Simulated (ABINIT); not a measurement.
# GaP (F-43m): G0W0 with ABINIT, start to end, part 2 of 3

Wanted: ground state, empty states, screening and self-energy for GaP (F-43m).

ABINIT 10.8.3; PBE and many-body steps on it, plane waves. Known limits of the many-body steps: not at the basis limit; no spin-orbit coupling.

So far. Step 2 (Ground state): The gap is indirect, with the least direct gap 0.16 eV higher.

### 3. Bands along the symmetry lines

Level of this step: DFT, PBE, plane waves, norm-conserving pseudopotentials (ABINIT).

Levels along a band path, at the cheap level, show where the edges lie and whether the meshes to come will hold them.

Input file run.abi:

```
acell 3*1.0 Angstrom
rprim 
  0.000000000000 2.725250000000 2.725250000000
  2.725250000000 0.000000000000 2.725250000000
  2.725250000000 2.725250000000 0.000000000000
ntypat 2
znucl 31 15
natom 2
typat 1 2
xred 
  0.000000000000 0.000000000000 0.000000000000
  0.250000000000 0.250000000000 0.250000000000
pp_dirpath "pseudos"
pseudos "Ga.upf, P.upf"
ecut 45
iscf -2
irdden 1
kptopt 0
nkpt 50
kpt 
  0.00000000 0.00000000 0.00000000
  -0.06250000 -0.06250000 0.00000000
  -0.12500000 -0.12500000 0.00000000
  -0.18750000 -0.18750000 0.00000000
  -0.25000000 -0.25000000 0.00000000
  -0.31250000 -0.31250000 0.00000000
  -0.37500000 -0.37500000 0.00000000
  -0.43750000 -0.43750000 0.00000000
  -0.50000000 -0.50000000 0.00000000
  -0.48437500 -0.48437500 0.03125000
  -0.46875000 -0.46875000 0.06250000
  -0.45312500 -0.45312500 0.09375000
  -0.43750000 -0.43750000 0.12500000
  -0.42187500 -0.42187500 0.15625000
  -0.40625000 -0.40625000 0.18750000
  -0.39062500 -0.39062500 0.21875000
  -0.37500000 -0.37500000 0.25000000
  -0.37500000 0.00000000 0.37500000
  -0.32812500 0.00000000 0.32812500
  -0.28125000 0.00000000 0.28125000
  -0.23437500 0.00000000 0.23437500
  -0.18750000 0.00000000 0.18750000
  -0.14062500 0.00000000 0.14062500
  -0.09375000 0.00000000 0.09375000
  -0.04687500 0.00000000 0.04687500
  0.00000000 0.00000000 0.00000000
  0.00000000 0.00000000 0.06250000
  0.00000000 0.00000000 0.12500000
  0.00000000 0.00000000 0.18750000
  0.00000000 0.00000000 0.25000000
  0.00000000 0.00000000 0.31250000
  0.00000000 0.00000000 0.37500000
  0.00000000 0.00000000 0.43750000
  -0.00000000 -0.00000000 0.50000000
  -0.06250000 -0.03125000 0.46875000
  -0.12500000 -0.06250000 0.43750000
  -0.18750000 -0.09375000 0.40625000
  -0.25000000 -0.12500000 0.37500000
  -0.31250000 -0.15625000 0.34375000
  -0.37500000 -0.18750000 0.31250000
  -0.43750000 -0.21875000 0.28125000
  -0.50000000 -0.25000000 0.25000000
  -0.50000000 -0.28125000 0.21875000
  -0.50000000 -0.31250000 0.18750000
  -0.50000000 -0.34375000 0.15625000
  -0.50000000 -0.37500000 0.12500000
  -0.50000000 -0.40625000 0.09375000
  -0.50000000 -0.43750000 0.06250000
  -0.50000000 -0.46875000 0.03125000
  -0.50000000 -0.50000000 0.00000000
istwfk *1
nband 20
nbdbuf 2
tolwfr 1e-08
nstep 40
prtwf 0
prtvol 0
indata_prefix "in"
outdata_prefix "out"
tmpdata_prefix "tmp"
```

Command:

```console
$ OMP_NUM_THREADS=1 mpirun -n 4 abinit run.abi > log
```

Numbers of over 12 decimals in the logs are rounded to 6 here.

The log of the run:

```text
.Version 10.8.3 of ABINIT. v10.8.2 released Aug 2026.

 Symmetries : space group F-4 3 m (#216); Bravais cF (face-center cubic)
[... echo of the input left out ...]
== DATASET  1 ==================================================================
-   mpi_nproc: 4, omp_nthreads: 1 (-1 if OMP is not activated)

--- !DatasetInfo
iteration_state: {dtset: 1, }
dimensions: {natom: 2, nkpt: 50, mband: 20, nsppol: 1, nspinor: 1, nspden: 1, mpw: 3972, }
cutoff_energies: {ecut:  45.0, pawecutdg:  -1.0, }
electrons: {nelect:   2.60000000E+01, charge:   0.00000000E+00, occopt:   1.00000000E+00, tsmear:   1.00000000E-02, }

 Real(R)+Recip(G) space primitive vectors, cartesian coordinates (Bohr,Bohr^-1):
 R(1)=  0.0000000  5.1499761  5.1499761  G(1)= -0.0970878  0.0970878  0.0970878
 R(2)=  5.1499761  0.0000000  5.1499761  G(2)=  0.0970878 -0.0970878  0.0970878
 R(3)=  5.1499761  5.1499761  0.0000000  G(3)=  0.0970878  0.0970878 -0.0970878
 Unit cell volume ucvol=  2.7317795E+02 bohr^3
 Angles (23,13,12)=  6.00000000E+01  6.00000000E+01  6.00000000E+01 degrees

 getcut: wavevector=  0.0000  0.0000  0.0000  ngfft=  45  45  45
         ecut(hartree)=     45.000   => boxcut(ratio)=   2.00060

--- Pseudopotential description ------------------------------------------------
- Ga Generated using ONCVPSP code by D. R. Hamann
- 31.00000  21.00000  171031                  znucl, zion, pspdat
12 -101130 2 -1 1902                          pspcod,pspxc,lmax,lloc,mmax
     nproj     2     2     2
  pspatm : epsatm=   21.85474337
         --- l  ekb(1:nproj) -->
             0    4.962806   -1.220223
             1   -5.679278   -1.350476
             2  -10.596651   -3.839775
 pspatm: atomic psp has been read  and splines computed

- P Generated using ONCVPSP code by D. R. Hamann
- 15.00000   5.00000  171031                  znucl, zion, pspdat
12 -101130 2 -1 1298                          pspcod,pspxc,lmax,lloc,mmax
     nproj     2     2     2
  pspatm : epsatm=    8.05910421
         --- l  ekb(1:nproj) -->
[...]
pspatm: atomic psp has been read  and splines computed

--------------------------------------------------------------------------------

================================================================================
 prteigrs : about to open file out_EIG
 Non-SCF case, kpt    1 (  0.00000  0.00000  0.00000), residuals and eigenvalues=
  6.91E-09  2.22E-09  8.67E-09  5.58E-09  5.12E-09  7.70E-09  3.84E-09  4.41E-09
  7.45E-09  2.93E-09  4.78E-09  4.19E-09  8.11E-09  1.40E-09  6.39E-09  7.15E-09
  8.54E-09  4.91E-09  7.84E-08  1.24E-07
 -5.0846E+00 -3.2712E+00 -3.2712E+00 -3.2712E+00 -3.4294E-01 -3.4294E-01
 -3.4294E-01 -3.3967E-01 -3.3967E-01 -2.6715E-01  1.9210E-01  1.9210E-01
  1.9210E-01  2.5859E-01  3.3486E-01  3.3486E-01  3.3486E-01  5.1575E-01
  5.4973E-01  5.4973E-01
 Non-SCF case, kpt    2 ( -0.06250 -0.06250  0.00000), residuals and eigenvalues=
[...]
5.2989E-01  5.5194E-01
 Non-SCF case, kpt    3 ( -0.12500 -0.12500  0.00000), residuals and eigenvalues=
[...]
7.02E-09  4.31E-09  1.29E-08  1.18E-08
[...]
5.5857E-01  5.6209E-01
[...]
Non-SCF case, kpt   49 ( -0.50000 -0.46875  0.03125), residuals and eigenvalues=
[...]
6.3923E-01  6.6958E-01
 Non-SCF case, kpt   50 ( -0.50000 -0.50000  0.00000), residuals and eigenvalues=
[...]
-3.4109E-01 -3.4109E-01 -3.3915E-01 -1.5816E-01 -5.6371E-02  9.3427E-02
  9.3427E-02  2.5283E-01  2.5900E-01  5.8069E-01  5.8069E-01  6.0294E-01
  6.4434E-01  6.6619E-01

--- !ResultsGS
iteration_state: {dtset: 1, }
comment   : Summary of ground state results
lattice_vectors:
- [  0.0000000,   5.1499761,   5.1499761, ]
- [  5.1499761,   0.0000000,   5.1499761, ]
- [  5.1499761,   5.1499761,   0.0000000, ]
lattice_lengths: [   7.28317,    7.28317,    7.28317, ]
lattice_angles: [ 60.000,  60.000,  60.000, ] # degrees, (23, 13, 12)
lattice_volume:   2.7317795E+02
convergence: {deltae:  0.000E+00, res2:  0.000E+00, residm:  9.970E-09, diffor:  0.000E+00, }
etotal    :  -2.55266234E+02
entropy   :   0.00000000E+00
fermie    :   1.92100448E-01
cartesian_stress_tensor: null
pressure_GPa: null
xred      :
- [  0.0000E+00,   0.0000E+00,   0.0000E+00, Ga]
- [  2.5000E-01,   2.5000E-01,   2.5000E-01,  P]
cartesian_forces: null
force_length_stats: {min: null, max: null, mean: null, }

 Integrated electronic density in atomic spheres:
 ------------------------------------------------
 Atom  Sphere_radius  Integrated_density
[...]
================================================================================

 ----iterations are completed or convergence reached----

 Mean square residual over all n,k,spin=   51.999E-10; max=  99.702E-10
 reduced coordinates (array xred) for    2 atoms
       0.000000000000      0.000000000000      0.000000000000
       0.250000000000      0.250000000000      0.250000000000

 cartesian coordinates (angstrom) at end:
[...]
length scales=  1.889726125908  1.889726125908  1.889726125908 bohr
              =  1.000000000000  1.000000000000  1.000000000000 angstroms
 prteigrs : about to open file out_EIG
 Eigenvalues (hartree) for nkpt=  50  k points:
 kpt#   1, nband= 20, wtk=  1.00000, kpt=  0.0000  0.0000  0.0000 (reduced coord)
[...]
kpt#   2, nband= 20, wtk=  1.00000, kpt= -0.0625 -0.0625  0.0000 (reduced coord)
[...]
kpt#   3, nband= 20, wtk=  1.00000, kpt= -0.1250 -0.1250  0.0000 (reduced coord)
[...]
kpt#  49, nband= 20, wtk=  1.00000, kpt= -0.5000 -0.4687  0.0313 (reduced coord)
[...]
0.57482    0.60607    0.63923    0.66958
 kpt#  50, nband= 20, wtk=  1.00000, kpt= -0.5000 -0.5000  0.0000 (reduced coord)
  -5.08463   -3.27133   -3.27132   -3.27132   -0.34766   -0.34115   -0.34109   -0.34109
  -0.33915   -0.15816   -0.05637    0.09343    0.09343    0.25283    0.25900    0.58069
   0.58069    0.60294    0.64434    0.66619

== END DATASET(S) ==============================================================
================================================================================

 -outvars: echo values of variables after computation  --------
            nband          20
             nkpt          50
          spgroup         216
 [... the other variables as echoed above ...]

 Calculation completed.
```

Run time: 22 s. Hardware: 4 MPI ranks of Arm Neoverse V1, shared host; peak memory 0.31 GiB; 87 s of CPU time.

Numbers from this step:

```yaml
gap: 1.592 eV
k_of_the_valence_top: 0, 0, 0
k_of_the_conduction_bottom: -0.4375, -0.4375, 0
least_direct_gap: 1.809 eV
```

The gap is 1.592 eV, −0.061 eV from the run before at this level.

The electronic bands at the labelled points (eV, zero at the top of the highest filled band):

| point | band 10 | band 11 | band 12 | band 13 | band 14 | band 15 | band 16 | band 17 |
| --- | --- | --- | --- | --- | --- | --- | --- | --- |
| Γ | -12.50 | 0.00 | 0.00 | 0.00 | 1.81 | 3.88 | 3.88 | 3.88 |
| halfway | -11.46 | -3.68 | -1.68 | -1.68 | 2.18 | 3.72 | 6.74 | 6.74 |
| X | -9.53 | -6.76 | -2.68 | -2.68 | 1.65 | 1.82 | 10.57 | 10.57 |
| halfway | -9.51 | -6.71 | -3.24 | -2.57 | 1.84 | 2.75 | 9.51 | 9.66 |
| U | -9.57 | -6.55 | -3.94 | -2.26 | 2.19 | 4.80 | 8.23 | 8.25 |
| jump to K | -9.57 | -6.55 | -3.94 | -2.26 | 2.19 | 4.80 | 8.23 | 8.25 |
| halfway | -11.36 | -4.25 | -2.45 | -0.67 | 3.28 | 4.99 | 5.00 | 5.86 |
| Γ | -12.50 | 0.00 | 0.00 | 0.00 | 1.81 | 3.88 | 3.88 | 3.88 |
| halfway | -11.72 | -3.88 | -0.66 | -0.66 | 2.15 | 4.74 | 4.74 | 6.34 |
| L | -10.43 | -6.64 | -1.12 | -1.12 | 1.66 | 4.72 | 4.72 | 8.28 |
| halfway | -10.03 | -6.42 | -3.20 | -1.94 | 3.45 | 4.30 | 6.45 | 7.91 |
| W | -9.44 | -6.56 | -3.58 | -3.42 | 4.70 | 4.86 | 6.10 | 6.15 |
| halfway | -9.49 | -6.67 | -3.17 | -3.09 | 2.77 | 2.94 | 8.49 | 8.58 |
| X | -9.53 | -6.76 | -2.68 | -2.68 | 1.65 | 1.82 | 10.57 | 10.57 |

The electronic bands as a text plot (rows in eV, shown from -8.0 to 7.5 only):

```
    7.2 |    +             +                 ++         +   +
    6.5 |     ++            ++              +         ++ + +
    5.9 |    +             ++++++++                  +  +++
    5.2 |                     +++  ++      +        +    +
    4.6 |  ++            ++      ++      +++++++++++++++++++
    3.9 |++  +++                   ++++++++            ++   +
    3.3 |  ++   ++      +     +++++                  ++
    2.6 | +  +    +    +   +++     ++    +++        +        ++
    2.0 |+    ++++ ++++++++          ++++   +++++ ++          +++
    1.4 |         ++++                           +
    0.7 |
    0.1 |**                        ********
   -0.6 | ***                   ******  *  ****
   -1.2 |    *              ****               ******
   -1.9 |  ** ****         *     ****    **         ***
   -2.5 |    *    *********     *          *         * **      **
   -3.2 |             ***     ** **                   *  ******
   -3.8 |     **         *****              *          *****
   -4.5 |       **              *
   -5.1 |                     **             **
   -5.7 |         *         **                 *
   -6.4 |          **  *****                    ***************
   -7.0 |            **                                        **
   -7.7 |
         Γ           X  U|K            Γ         L        W     X
```

### 4. Empty states on the mesh, 6×6×6 mesh, 130 bands

The sums over transitions need many empty states on a uniform mesh; this step solves for them.

Input file run.abi:

```
acell 3*1.0 Angstrom
rprim 
  0.000000000000 2.725250000000 2.725250000000
  2.725250000000 0.000000000000 2.725250000000
  2.725250000000 2.725250000000 0.000000000000
ntypat 2
znucl 31 15
natom 2
typat 1 2
xred 
  0.000000000000 0.000000000000 0.000000000000
  0.250000000000 0.250000000000 0.250000000000
pp_dirpath "pseudos"
pseudos "Ga.upf, P.upf"
ecut 45
ngkpt 6 6 6
nshiftk 1
shiftk 0 0 0
kptopt 1
chksymbreak 0
irdden 1
istwfk *1
nband 130
prtvol 0
optdriver 6
gwr_task "HDIAGO"
paral_kgb 0
occopt 1
indata_prefix "in"
outdata_prefix "out"
tmpdata_prefix "tmp"
```

The log of the run:

```text
[banner, memory and clock lines left out]
.Version 10.8.3 of ABINIT. v10.8.2 released Aug 2026.

 Symmetries : space group F-4 3 m (#216); Bravais cF (face-center cubic)
[... echo of the input left out ...]
== DATASET  1 ==================================================================
-   mpi_nproc: 4, omp_nthreads: 1 (-1 if OMP is not activated)

--- !DatasetInfo
iteration_state: {dtset: 1, }
dimensions: {natom: 2, nkpt: 16, mband: 130, nsppol: 1, nspinor: 1, nspden: 1, mpw: 3954, }
cutoff_energies: {ecut:  45.0, pawecutdg:  -1.0, }
electrons: {nelect:   2.60000000E+01, charge:   0.00000000E+00, occopt:   1.00000000E+00, tsmear:   1.00000000E-02, }

.Using double precision arithmetic; gwpc =  8

- Reading GS density from: in_DEN

--- Pseudopotential description ------------------------------------------------
- Ga Generated using ONCVPSP code by D. R. Hamann
- 31.00000  21.00000  171031                  znucl, zion, pspdat
12 -101130 2 -1 1902                          pspcod,pspxc,lmax,lloc,mmax
     nproj     2     2     2
  pspatm : epsatm=   21.85474337
         --- l  ekb(1:nproj) -->
             0    4.962806   -1.220223
             1   -5.679278   -1.350476
             2  -10.596651   -3.839775
 pspatm: atomic psp has been read  and splines computed

- P Generated using ONCVPSP code by D. R. Hamann
- 15.00000   5.00000  171031                  znucl, zion, pspdat
12 -101130 2 -1 1298                          pspcod,pspxc,lmax,lloc,mmax
     nproj     2     2     2
  pspatm : epsatm=    8.05910421
         --- l  ekb(1:nproj) -->
             0    6.598722    1.052341
             1    3.369366    0.884600
             2   -3.154982   -0.827415
 pspatm: atomic psp has been read  and splines computed

   7.77760037E+02                                ecore*ucvol(ha*bohr**3)

 Total charge density [el/Bohr^3]
)     Maximum=    6.4635E+00  at reduced coord.    0.0444    0.9333    0.9778
)     Minimum=    2.0638E-03  at reduced coord.    0.2444    0.2444    0.2444
   Integrated=    2.6000E+01

 === KS gaps after direct diagonalization ===
 Indirect band gap semiconductor
 Fundamental gap:     1.652 (eV)
   VBM:     5.227 (eV) at k: [ 0.0000E+00,  0.0000E+00,  0.0000E+00]
   CBM:     6.880 (eV) at k: [ 5.0000E-01,  5.0000E-01,  0.0000E+00]
 Direct gap:         1.809 (eV) at k: [ 0.0000E+00,  0.0000E+00,  0.0000E+00]

== END DATASET(S) ==============================================================

 -outvars: echo values of variables after computation  --------
           etotal      0.0000000000E+00
            nband         130
             nkpt          16
          spgroup         216
 [... the other variables as echoed above ...]

 Calculation completed.
```

Elapsed: 3.1 min, on 4 MPI ranks; peak memory 3.6 GiB.

Numbers from this step:

```yaml
gap: 1.652 eV
k_of_the_valence_top: 0, 0, 0
k_of_the_conduction_bottom: 0.5, 0.5, 0
least_direct_gap: 1.809 eV
k_points_computed: 16
lowest_point_of_the_top_converged_band_above_the_valence_top: 99.8446 eV
```

On this mesh the gap is 1.652 eV.

### 5. Screening, 6×6×6 mesh, 122 bands, screening to 179.6 eV

The RPA dielectric matrix is built and inverted for each q.

This step: RPA screening on PBE, plane waves, norm-conserving pseudopotentials.

run.abi, as its differences from that of step 4:

```diff
@@ -20,10 +20,11 @@
 chksymbreak 0
-irdden 1
 istwfk *1
-nband 130
-prtvol 0
-optdriver 6
-gwr_task "HDIAGO"
-paral_kgb 0
 occopt 1
+irdwfk 1
+optdriver 3
+nband 122
+ecuteps 6.6
+inclvkb 2
+awtr 1
+symchi 1
 indata_prefix "in"
```

The log of the run:

```text
.Version 10.8.3 of ABINIT. v10.8.2 released Aug 2026.

 Symmetries : space group F-4 3 m (#216); Bravais cF (face-center cubic)
[... echo of the input left out ...]
== DATASET  1 ==================================================================
-   mpi_nproc: 4, omp_nthreads: 1 (-1 if OMP is not activated)

--- !DatasetInfo
iteration_state: {dtset: 1, }
dimensions: {natom: 2, nkpt: 16, mband: 122, nsppol: 1, nspinor: 1, nspden: 1, mpw: 3954, }
cutoff_energies: {ecut:  45.0, pawecutdg:  -1.0, }
electrons: {nelect:   2.60000000E+01, charge:   0.00000000E+00, occopt:   1.00000000E+00, tsmear:   1.00000000E-02, }

 SCREENING: Calculation of the susceptibility and dielectric matrices

 Based on a program developped by R.W. Godby, V. Olevano, G. Onida, and L. Reining.
 Incorporated in ABINIT by V. Olevano, G.-M. Rignanese, and M. Torrent.
.Using double precision arithmetic ; gwpc =  8

[... cell and pseudopotentials left out ...]
--------------------------------------------------------------------------------

 ==== K-mesh for the wavefunctions ====
 Number of points in the irreducible wedge :    16
[... list of points left out ...]
 Together with 24 symmetry operations and time-reversal symmetry
 yields   216 points in the full Brillouin Zone.

 ==== Q-mesh for the screening function ====
 Number of points in the irreducible wedge :    16
[... list of points left out ...]
 Together with 24 symmetry operations and time-reversal symmetry
 yields   216 points in the full Brillouin Zone.

 setmesh: FFT mesh size selected  =    32x   32x   32
          total number of points  =        32768

 vcoul_init : cutoff-mode = AUXILIARY_FUNCTION
 q-points for optical limit:   1
     1)      0.000010    0.000020    0.000030

- screening: taking advantage of time-reversal symmetry
- Maximum band index for partially occupied states nbvw = 13
- Remaining bands to be divided among processors   nbcw = 109
- Number of bands treated by each node ~27

 Number of electrons calculated from density =   26.0000; Expected =   26.0000
 average of density, n =  0.095176
 r_s =    1.3587
 omega_plasma =   29.7591 [eV]

 calculating chi0 at frequencies [eV] :
  1    0.000000E+00    0.000000E+00
  2    0.000000E+00    2.975908E+01

--------------------------------------------------------------------------------
  q-point number  1        q = ( 0.000000, 0.000000, 0.000000) [r.l.u.]
--------------------------------------------------------------------------------
[... chi0 elements left out ...]
 For q-point:  0.000010 0.000020 0.000030
  dielectric constant =  12.2337
  dielectric constant without local fields =  13.4474

  Average fulfillment of the sum rule on Im[epsilon] for q-point    1 :     48.08  [%]
[... wings left out ...]
  q-point number  2        q = ( 0.166667, 0.000000, 0.000000) [r.l.u.]
--------------------------------------------------------------------------------
[... chi0 elements left out ...]
  Average fulfillment of the sum rule on Im[epsilon] for q-point    2 :     56.20  [%]

 [... 14 further q-points ...]
```

Elapsed: 4.3 min, on 4 MPI ranks; peak memory 1.9 GiB.

This step gave:

```
ε∞ with local fields, on this mesh, along the program's q direction : 12.23
the same without local fields                                       : 13.45
plasma frequency                                                    : 29.76 eV
plane waves in the screening matrix                                 : 229
```

Local fields lower ε∞ by 9 %.

[end of part 2 of 3]

[Paths, hosts, dates, memory and timing lines, banners, echoed tables and standing remarks are left out of the program output.]

[Logs are printed without paths, hosts, clocks, repeated set-up lines and the standing remarks that a program may print on its own settings, such as how far it seeks lower states.]

[Runs of the session that timed out or met a known fault of the program may be left out.]

[Hosts, paths, dates, database ids (printed as entryN), source tags and the programs' standing remarks are cut or masked in the printed files.]

[G0W0 gaps are taken among the corrected bands and points alone; a level outside them can change the order at an edge.]

[Where Ansatz stands beside ABINIT at settings called matched, ABINIT's density can come from a denser mesh and the files from another edition; pairs whose starting gaps differed by over 0.03 eV were left out, so agreement reads better than it is.]
